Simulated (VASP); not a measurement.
## A VASP 6.6.1 single-point calculation on BN

INCAR

```
PREC = Accurate
ENCUT = 35
LASPH = .TRUE.
SIGMA = 0.01
ALGO = Normal
LREAL = .FALSE.
ISMEAR = 0
ISIF = 2
EDIFF = 1E-7
IBRION = -1
NSW = 0
NELM = 87
LWAVE = .FALSE.
LCHARG = .FALSE.
NBANDS = 11
METAGGA = R2SCAN
```

KPOINTS

```
KPOINTS created by Atomic Simulation Environment
0
Gamma
12 12 12
0 0 0
```

POSCAR

```
B  N
 1.0000000000000000
     0.0000000000000000    1.8048254637186480    1.8048254637186480
     1.8048254637186480   -0.0000000000000000    1.8048254637186480
     1.8048254637186480    1.8048254637186480    0.0000000000000000
 B   N
   1   1
Cartesian
  0.0000000000000000  0.0000000000000000 -0.0000000000000000
  0.9024127318593240  0.9024127318593240  0.9024127318593240
```

The recommended PBE PAW datasets give the neutral cell 8 valence electrons.

Command

```
mpirun -np 1 vasp_std
```

Task: Predict the outcome of this run.

Result: VASP stopped with an error.

OSZICAR

```
N       E                     dE             d eps       ncg     rms          rms(c)
```

Standard output (part)

```
POSCAR found type information on POSCAR B N
 POSCAR found :  2 types and       2 ions
 LDA part: xc-table for (None), standard interpolation
 POSCAR, INCAR and KPOINTS ok, starting setup
 WAVECAR not read
 entering main loop
|     EEEEEEE  RRRRRR   RRRRRR   OOOOOOO  RRRRRR      ###     ###     ###     |
|     E        R     R  R     R  O     O  R     R     ###     ###     ###     |
|     E        R     R  R     R  O     O  R     R     ###     ###     ###     |
|     EEEEE    RRRRRR   RRRRRR   O     O  RRRRRR       #       #       #      |
|     E        R    R   R    R   O     O  R    R      ###     ###     ###     |
|     EEEEEEE  R     R  R     R  OOOOOOO  R     R     ###     ###     ###     |
|     EDDAV: Call to ZHEGV failed. Returncode = 10 2 16                       |
|       ---->  I REFUSE TO CONTINUE WITH THIS SICK JOB ... BYE!!! <----       |
```

The fault: cutoff far too low.
